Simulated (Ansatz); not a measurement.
**HfO2: the band gap up the ladder of functionals**

The task here is to estimate one member of a computed series from the others.

Code: Ansatz 0.2.0. PAW datasets, plane waves. No spin polarisation and no zero-point or thermal motion.

**The structure to begin with**

The cell was relaxed beforehand with r2SCAN.

It is monoclinic, P2_1/c (No. 14); conventional cell a = 5.114 Å, b = 5.181 Å, c = 5.295 Å, β = 99.5°, 11.53 Å³ an atom. Around Hf lie 7 O at 2.04–2.25 Å; around O lie 4 Hf at 2.14–2.25 Å; around O lie 3 Hf at 2.04–2.14 Å.

The structure in full:

```cif
data_structure
_symmetry_space_group_name_H-M 'P 1'
_symmetry_Int_Tables_number 1
_cell_length_a 5.1139
_cell_length_b 5.1814
_cell_length_c 5.2950
_cell_angle_alpha 90.000
_cell_angle_beta 99.455
_cell_angle_gamma 90.000
_cell_volume 138.40
loop_
_atom_site_label
_atom_site_type_symbol
_atom_site_fract_x
_atom_site_fract_y
_atom_site_fract_z
_atom_site_occupancy
Hf1 Hf 0.27619 0.45818 0.70819 1
Hf2 Hf 0.72381 0.95818 0.79181 1
Hf3 Hf 0.72381 0.54182 0.29181 1
Hf4 Hf 0.27619 0.04182 0.20819 1
O1 O 0.44793 0.74232 0.97851 1
O2 O 0.55207 0.24232 0.52149 1
O3 O 0.55207 0.25768 0.02149 1
O4 O 0.44793 0.75768 0.47851 1
O5 O 0.07015 0.33387 0.34395 1
O6 O 0.92985 0.83387 0.15605 1
O7 O 0.92985 0.66613 0.65605 1
O8 O 0.07015 0.16613 0.84395 1
```

The first run:

Input file input.yaml:

```yaml
crystal:
  lattice:
    - [5.1138648531, 0.0, 0.0047590261]
    - [0.0, 5.1814079143, 0.0]
    - [-0.8746903931, 0.0, 5.2222785671]
  atoms:
    - { symbol: Hf, position: [0.2761892212, 0.4581828149, 0.7081931631] }
    - { symbol: Hf, position: [0.7238107788, 0.9581828149, 0.7918068369] }
    - { symbol: Hf, position: [0.7238107788, 0.5418171851, 0.2918068369] }
    - { symbol: Hf, position: [0.2761892212, 0.0418171851, 0.2081931631] }
    - { symbol: O, position: [0.4479259156, 0.7423207018, 0.9785125421] }
    - { symbol: O, position: [0.5520740844, 0.2423207018, 0.5214874579] }
    - { symbol: O, position: [0.5520740844, 0.2576792982, 0.0214874579] }
    - { symbol: O, position: [0.4479259156, 0.7576792982, 0.4785125421] }
    - { symbol: O, position: [0.0701456268, 0.3338701126, 0.3439483467] }
    - { symbol: O, position: [0.9298543732, 0.8338701126, 0.1560516533] }
    - { symbol: O, position: [0.9298543732, 0.6661298874, 0.6560516533] }
    - { symbol: O, position: [0.0701456268, 0.1661298874, 0.8439483467] }
kpoints:
  mp_grid: { grid: [6, 6, 6] }
  band_path:
    path:
      - [0.0, 0.0, 0.0]
      - [2.676343954625e-35, 0.5, 1.106119731287e-18]
      - [2.758153736135e-21, 0.5, 0.5]
      - [-6.626430028868e-20, -5.05343332601e-35, 0.5]
      - [0.0, 0.0, 0.0]
      - [-0.5, -1.696223045445e-18, 0.5]
      - [-0.5, 0.5, 0.5]
      - [2.676343954625e-35, 0.5, 1.106119731287e-18]
      - [-0.5, 0.5, 3.315470523818e-17]
      - [-0.5, -1.696223045445e-18, 3.315470523818e-17]
      - [0.0, 0.0, 0.0]
    npoints: 10
hamiltonian:
  xc: pbe
scf:
  occupations: { method: fermi_dirac, width: 0.02 }
  n_extra_bands: 7
output:
  forces: true
  stress: true
  eigenvalues: true
```

Among the steps run: PBE bands along the symmetry lines; r2SCAN at the same geometry; HSE06 at the same geometry; PBE+SOC; PBE0 at the same geometry.

One of the session's tables, all rows but one given; the rest of the session is left out.

| level | gap (eV) |
| --- | --- |
| PBE | 4.09 |
| r2SCAN | ? |
| HSE06 | 5.69 |
| PBE+SOC | 4.09 |
| PBE0 | 6.45 |

**Question.** Estimate the row for r2SCAN.

**Answer.** gap (eV): 4.60. In the column «gap (eV)» it lies between PBE+SOC (4.09) and HSE06 (5.69).

Meshes: PBE 6×6×6, r2SCAN 6×6×6, HSE06 4×4×4, PBE+SOC 6×6×6, PBE0 4×4×4

What this shows: The gap runs from 4.09 eV (PBE+SOC) to 6.45 eV (PBE0). Against HSE06, PBE is short by 1.60 eV, at 72 % of it, and r2SCAN 81 %. PBE0 lies 0.76 eV above HSE06, which differs from it by screening the long-range exchange. The calculation is for fixed nuclei; the measurement holds lattice motion too.

Caveats from the session: Warnings in the runs' records: stress exchange threshold loose, stress scf threshold loose.
